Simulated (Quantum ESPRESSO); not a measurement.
**Sn under changes of volume**

One of the cells (28.673 Å³/atom); the others are scaled copies at fixed shape and fractional positions:

```
Sn
1.0
    -1.72654    1.77555    2.33834
     1.72654   -1.77555    2.33834
     1.72654    1.77555   -2.33834
Sn
1
Direct
  0.00000 0.00000 0.00000
```

This isn't the form of Sn at room conditions, which is tetragonal (white tin).

| Item | Value |
| --- | --- |
| Program | Quantum ESPRESSO 7.5 |
| Functional | r2SCAN |
| Potentials or basis | SG15 PBE 1.2 |
| Cutoff | 952 eV |
| Density cutoff | 3810 eV |
| k mesh | 9 × 9 × 9 |
| Occupations | fermi-dirac, width 0.05 eV |
| Spin | no spin polarisation |

```tsv
volume (Å³/atom)	energy over the lowest point (meV/atom)	pressure (GPa)
26.953	0.00	-0.1
27.526	2.03	-1.2
28.100	7.75	-2.1
28.673	16.77	-3.0
29.247	28.73	-3.7
29.820	43.28	-4.4
30.394	?	?
```

Q: What does the run at 30.394 Å³/atom give?

A: Energy over the lowest point 60.12 meV/atom; pressure -5.0 GPa.

Worked out: A Birch-Murnaghan fit of order 3 (a polynomial in V^(-2/3)) to the other rows has its minimum at 26.95 Å³/atom, just outside them, with B0 = V·E''(V) = 55 GPa and B' = 4.5 at fixed shape and positions, which overstates the stiffness. It gives 60.18 meV/atom at 30.394 Å³/atom, against the run's 60.12, and -dE/dV = -5.0 GPa, against -5.0.

Energies are extrapolated to zero smearing.

Caveats: the potentials were made for another functional, which shifts forces and pressure.
